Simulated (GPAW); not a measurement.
Crystal: Cl.

```
CELL_PARAMETERS angstrom
3.14500 -2.25000 0.00000
3.14500 2.25000 0.00000
0.00000 0.00000 8.21000
ATOMIC_POSITIONS crystal
Cl 0.37000 0.63000 0.40000
Cl 0.13000 0.87000 0.90000
Cl 0.63000 0.37000 0.60000
Cl 0.87000 0.13000 0.10000
```

Base run:

- Program: GPAW 26.7.0
- Functional: GLLB-SC
- Potentials or basis: the program's PAW data sets (release 1.2.1) made for this functional
- Cutoff: 500 eV
- Basis: pw
- k mesh: 6 × 6 × 3
- Occupations: fermi-dirac, width 0.001 eV
- Spin: no spin polarisation

Its results: band gap on the k mesh, kohn-sham part alone 3.20 eV, indirect (least direct gap 3.26 eV); electronic dielectric tensor (diagonal) 1.96, 2.44, 3.15.

**Question.** The run is repeated on the same cell with these changes: functional from GLLB-SC to LDA. What comes out?

**Answer.** Band gap on the k mesh 2.33 eV, indirect (least direct gap 2.38 eV); electronic dielectric tensor (diagonal) 2.24, 3.05, 4.30.

Caveats: the long-wavelength limit can be off by a per cent or two; a model potential gives levels but no total energy (some runs); response on these states lacks terms of the Hamiltonian (some runs).

A k mesh can miss the band edges.

Not every run made on this cell is shown here.
